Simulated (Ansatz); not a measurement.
The system is Sb.

```
CELL_PARAMETERS angstrom
0.00000 2.37124 2.37124
2.37124 0.00000 2.37124
2.37124 2.37124 0.00000
ATOMIC_POSITIONS crystal
Sb 0.00000 0.00000 0.00000
```

This isn't the form of Sb at room conditions, which is rhombohedral.

Base run:

```yaml
Program: Ansatz 0.2.0
Functional: LDA
Potentials_or_basis: Ansatz PAW
Cutoff: "420 eV (not typed: the program's choice for these potentials)"
k_mesh: 10 × 10 × 10
Occupations: fermi-dirac, width 0.05 eV
Spin: no spin polarisation
```

Its results: band gap on the k mesh none (metal or under the smearing width); pressure -2.3 GPa.

**Question.** The run is repeated on the same cell with these changes: functional from LDA to PBEsol; spin from no spin polarisation to spin-orbit coupling, no magnetisation; potential files from those of the base run to others of the same set. What comes out?

**Answer.** Band gap on the k mesh none (metal or under the smearing width); pressure -1.0 GPa.

Several settings changed at once, so the effect can't be laid on one alone.

Caveats: the PAW data sets come from PBE, with cores solved anew for the run's functional, which leaves a small shift of forces and pressure; spin-orbit coupling is left out, which moves the levels of the heavy elements (some runs).
